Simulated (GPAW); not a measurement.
# CuI (Marshite) (F-43m) in GPAW: reference runs

Aim: a first look at CuI (Marshite) with PBE, on the cell as given.

All numbers are computed with GPAW 26.7.0; they aren't measurements. Logs are shortened: lines on timing, memory, paths and dates and some standing lists are left out, and cuts for length are marked. The log counts tension as positive stress, the text compression.

## Step 1: Starting point

The structure is cubic, space group F-43m (No. 216). Conventional cell: a = 6.063 Å, b = 6.063 Å, c = 6.063 Å, α = 90.00°, β = 90.00°, γ = 90.00°. I (site symmetry -43m) is surrounded by 4 Cu at 2.63 Å. Cu (site symmetry -43m) is surrounded by 4 I at 2.63 Å.

## Step 2: Single point, PBE

File run.py:

```python
from ase import Atoms
from ase.dft.bandgap import bandgap
from ase.io import write
from ase.units import GPa
from gpaw import GPAW, PW

atoms = Atoms(['I', 'Cu'],
              cell=[[0.0, 3.0315, 3.0315],
                    [3.0315, 0.0, 3.0315],
                    [3.0315, 3.0315, 0.0]],
              scaled_positions=[[0.0, 0.0, 0.0],
                                [0.75, 0.75, 0.75]],
              pbc=True)

calc = GPAW(mode=PW(600),
            xc='PBE',
            kpts={'size': (8, 8, 8), 'gamma': True},
            occupations={'name': 'fermi-dirac', 'width': 0.05},
            nbands=19,
            convergence={'density': 1e-05, 'energy': 1e-05},
            maxiter=150,
            txt='gpaw.txt')
atoms.calc = calc
energy = atoms.get_potential_energy()
forces = atoms.get_forces()
stress = atoms.get_stress()
calc.write('gs.gpw')
write('result.traj', atoms)
print(f'Energy: {energy:.6f} eV')
print('Forces (eV/A):')
print(forces.round(4))
print('Stress (GPa):', (stress / GPa).round(3))
print('Fermi level:', round(calc.get_fermi_level(), 4), 'eV')
print(f'Gap: {bandgap(calc)[0]:.4f} eV, direct: {bandgap(calc, direct=True)[0]:.4f} eV')
```

Potentials or basis: GPAW PAW data sets (gpaw-data 1.2.1), pw.

Command:

```
OMP_NUM_THREADS=1 python run.py
```

gpaw.txt:

```text
__  _  _
 | _ |_)|_||  |
 |__||  | ||/\| - 26.7.0

Input parameters:
  mode=PW(ecut=600.0),
  convergence={'density': 1e-05, 'energy': 1e-05},
  kpts=MonkhorstPack(size=(8, 8, 8), gamma=True),
  maxiter=150,
  nbands=19,
  occupations=Occupations(name='fermi-dirac', width=0.05),
  xc=XC(name='PBE')

Diagonalizing LCAO Hamiltonian
Converting LCAO to pw mode

                     Cu

       I

Atoms  # Å, Bohr magnetons
|   | symbol |        x |        y |        z |    initial magnetic moments |
|---|--------|----------|----------|----------|-----------------------------|
| 0 |      I | 0.000000 | 0.000000 | 0.000000 | ( 0.0000,  0.0000,  0.0000) |
| 1 |     Cu | 4.547250 | 4.547250 | 4.547250 | ( 0.0000,  0.0000,  0.0000) |

Unit cell  # Å
| periodic |        x |        y |        z |  lengths |    angles |
|----------|----------|----------|----------|----------|-----------|
|      yes | 0.000000 | 3.031500 | 3.031500 | 4.287188 | 60.000000 |
|      yes | 3.031500 | 0.000000 | 3.031500 | 4.287188 | 60.000000 |
|      yes | 3.031500 | 3.031500 | 0.000000 | 4.287188 | 60.000000 |

Number of symmetries: 24
Symmetry operations  # r_c * U_cc + t_c -> r_c
|    | kind |            matrix            |
|----|------|------------------------------|
|  0 |  E   |  1, 0, 0,  0, 1, 0,  0, 0, 1 |
|  1 |  σ   |  1, 0, 0,  0, 0, 1,  0, 1, 0 |
|  2 |  σ   |  1, 0,-1,  0, 1,-1,  0, 0,-1 |
|  3 |  C3  |  1, 0,-1,  0, 0,-1,  0, 1,-1 |
|  4 |  C3  |  1,-1, 0,  0,-1, 1,  0,-1, 0 |
|  5 |  σ   |  1,-1, 0,  0,-1, 0,  0,-1, 1 |
|  6 |  σ   |  0, 1, 0,  1, 0, 0,  0, 0, 1 |
|  7 |  C3  |  0, 1, 0,  0, 0, 1,  1, 0, 0 |
|  8 |  C2  |  0, 1,-1,  1, 0,-1,  0, 0,-1 |
|  9 |  S4  |  0, 1,-1,  0, 0,-1,  1, 0,-1 |
| 10 |  C3  |  0, 0, 1,  1, 0, 0,  0, 1, 0 |
| 11 |  σ   |  0, 0, 1,  0, 1, 0,  1, 0, 0 |
| 12 |  S4  |  0, 0,-1,  1, 0,-1,  0, 1,-1 |
| 13 |  C3  |  0, 0,-1,  0, 1,-1,  1, 0,-1 |
| 14 |  S4  |  0,-1, 1,  1,-1, 0,  0,-1, 0 |
| 15 |  C2  |  0,-1, 1,  0,-1, 0,  1,-1, 0 |
| 16 |  C3  |  0,-1, 0,  1,-1, 0,  0,-1, 1 |
| 17 |  S4  |  0,-1, 0,  0,-1, 1,  1,-1, 0 |
| 18 |  S4  | -1, 1, 0, -1, 0, 1, -1, 0, 0 |
| 19 |  C3  | -1, 1, 0, -1, 0, 0, -1, 0, 1 |
| 20 |  C3  | -1, 0, 1, -1, 1, 0, -1, 0, 0 |
| 21 |  S4  | -1, 0, 1, -1, 0, 0, -1, 1, 0 |
| 22 |  σ   | -1, 0, 0, -1, 1, 0, -1, 0, 1 |
| 23 |  C2  | -1, 0, 0, -1, 0, 1, -1, 1, 0 |

BZ-sampling:
  Number of BZ points: 512
  Number of IBZ points: 29

  Monkhorst-Pack size: [8, 8, 8]
  Monkhorst-Pack shift: [0.0625, 0.0625, 0.0625]

K-points  # in reciprocal-cell coordinates
|     |                                coordinates |     weight |
|-----|--------------------------------------------|------------|
|   0 | (  0.00000000,   0.00000000,   0.00000000) | 0.00195312 |
|   1 | (  0.12500000,   0.12500000,   0.00000000) | 0.01171875 |
|   2 | (  0.12500000,   0.12500000,   0.12500000) | 0.01562500 |
|   3 | (  0.25000000,   0.12500000,   0.12500000) | 0.02343750 |
|   4 | (  0.25000000,   0.25000000,   0.00000000) | 0.01171875 |
|   5 | (  0.25000000,   0.25000000,   0.12500000) | 0.04687500 |
|   6 | (  0.25000000,   0.25000000,   0.25000000) | 0.01562500 |
|   7 | (  0.37500000,   0.25000000,  -0.37500000) | 0.04687500 |
|   8 | (  0.37500000,   0.25000000,   0.12500000) | 0.04687500 |
|   9 | (  0.37500000,   0.25000000,   0.25000000) | 0.04687500 |
| ... |                                            |            |
|  28 | (  0.50000000,   0.50000000,   0.50000000) | 0.00781250 |

Plane wave coefficients: 1880
Cutoff: 600.0 eV

Spin-components: 1 (collinear spins)
Bands:           19
Projectors:      11
Spin-degeneracy: 2
Datatype:        complex128

Density:
  Valence electrons: 18.0
  Components: 1
  Grid points: [25 25 25]
  Charge: 0.0  # |e|

Potential:
  Grid points: [25 25 25]

species:
  I:
    name:    Iodine
    Z:       53.0
    valence: 7
    core:    46
    charge:  0.0  # [|e|]
    compensation charges:
      type: gauss
      rc: 0.37  # [Å]
      lmax: 2
    cutoffs:
      filter: 2.06  # [Å]
      core: 2.90  # [Å]
    projectors
    | kind |    occ | energy [eV] | rcut [Å] |
    |------|--------|-------------|----------|
    |   5s |  2.000 |     -17.382 |    1.164 |
    |   5p |  5.000 |      -7.088 |    1.164 |
    |    s |        |       9.829 |    1.164 |
    |    p |        |      20.123 |    1.164 |
    |    d |        |       0.000 |    1.164 |

    Using partial waves for I as LCAO basis

  Cu:
    name:    Copper
    Z:       29.0
    valence: 11
    core:    18
    charge:  0.0  # [|e|]
    compensation charges:
      type: gauss
      rc: 0.33  # [Å]
      lmax: 2
    cutoffs:
      filter: 2.06  # [Å]
      core: 2.43  # [Å]
    projectors
    | kind |    occ | energy [eV] | rcut [Å] |
    |------|--------|-------------|----------|
    |   4s |  1.000 |      -4.609 |    1.164 |
    |   4p |  0.000 |      -0.698 |    1.164 |
    |   3d | 10.000 |      -5.039 |    1.058 |
    |    s |        |      22.603 |    1.164 |
    |    p |        |      26.513 |    1.164 |
    |    d |        |      22.172 |    1.058 |

    Using partial waves for Cu as LCAO basis

Reference energy: -238562.247507  # eV

eigensolver:
  PPCG
  Converge bands: occupied
  niter=2

density mixing:
  MSR1-Mixer
  Pratt-step length: 0.05
  Maximum mixing coefficient: 0.75
  Old densities: 10
  SVD Regularization: 0.005
  Good broyden scale: 1.0
  Trust region scale: 1.0
  Backstep threshold: 4.0
  History deletion threshold: 6.0
  Fourier metric: weight=20.0, sigma=0.015

occupation numbers:
  Fermi-Dirac:
    width: 0.0500  # eV

poisson solver:
  ecut: 4800.0  # eV

xc functional:
  name: PBE with 2 nearest neighbor stencil

convergence criteria:
- Maximum integral of absolute [dens]ity change: 1e-05 electrons / valence electron
- Maximum [total energy] change in last 3 cyles: 1e-05 eV / valence electron
- Maximum integral of absolute [eigenst]ate change: 4e-08 eV^2 / valence electron
maximum number of iterations: 150

SCF iterations
|iter     | |      energy | eigst |  dens |
|---------|-|-------------|-------|-------|
|iter:   1| |   -5.661537 | +0.00 |       |
|iter:   2| |   -5.567874 | -2.33 | -1.30 |
|iter:   3| |   -5.456005 | -1.98 | -1.38 |
|iter:   4| |   -5.453535 | -3.92 | -1.71 |
|iter:   5| |   -5.452031 | -3.73 | -1.89 |
|iter:   6| |   -5.452058 | -5.51 | -3.07 |
|iter:   7| |   -5.452074c| -5.98 | -3.33 |
|iter:   8| |   -5.452074c| -7.77c| -4.17 |
|iter:   9| |   -5.452074c| -7.63c| -4.72 |
|iter:  10| |   -5.452074c| -8.37c| -5.43c|

Converged in 10 steps
Energy contributions relative to reference atoms: (reference = -238562.247507)

Energy contributions:
  Kinetic:           1.672771
  Coulomb:          -2.293062
  Zero:             -0.004368
  External:          0.000000
  Xc:               -4.827415
  Entropy:          -0.000000
  Spinorbit:         0.000000
  ----------------------------
  Free energy:      -5.452074
  Extrapolated:     -5.452074

dipole moment: (-27.539662, -27.539662, -27.539662)  # |e|*Ang

Fermi level: 5.082
Eigenvalues  # (at kpt = [0.000, 0.000, 0.000])
| band index |      eig [eV] | occ [0-2] |
|------------|---------------|-----------|
|          0 |        -9.553 |     2.000 |
|          1 |         0.822 |     2.000 |
|          2 |         0.822 |     2.000 |
|          3 |         0.822 |     2.000 |
|          4 |         2.632 |     2.000 |
|          5 |         2.632 |     2.000 |
|          6 |         4.473 |     2.000 |
|          7 |         4.473 |     2.000 |
|          8 |         4.473 |     2.000 |
|          9 |         5.611 |     0.000 |
|         10 |         9.358 |     0.000 |
|         11 |         9.358 |     0.000 |
|         12 |         9.358 |     0.000 |
|         13 |        12.852 |     0.000 |
|         14 |        14.171 |     0.000 |
|         15 |        14.171 |     0.000 |
|         16 |        15.576 |     0.000 |
|        ... |               |           |
|         18 |        15.576 |     0.000 |

Gap: 1.138 eV
Transition (v -> c):
  (s=0, k=0, n=8, [0.00, 0.00, 0.00]) -> (s=0, k=0, n=9, [0.00, 0.00, 0.00])
No difference between direct/indirect transitions

Forces  # eV/Ang
|        x |       y |        z |
|----------|---------|----------|
| -0.00000 | 0.00000 | -0.00000 |  # I    0
|  0.00000 | 0.00000 |  0.00000 |  # Cu   1

Stress tensor  # eV/Ang^3
|         x |         y |         z |
|-----------|-----------|-----------|
| -0.005580 |  0.000000 |  0.000000 |
|  0.000000 | -0.005580 |  0.000000 |
|  0.000000 |  0.000000 | -0.005580 |

# Writing to gs.gpw (mode='')
```

Wall time 16 s (1 thread of Arm Neoverse V2, shared host); peak memory 0.17 GiB.

What came out:

```
Free energy            : -5.4521 eV
Pressure               : 0.9 GPa
Band gap on the k mesh : 1.14 eV, direct
```

Caveat: with this Cu data set, volumes or pressures lay over 1.5 % or 2 GPa off other programs in two to four cells of ten; spin-orbit coupling is left out, which moves the levels of the heavy elements.
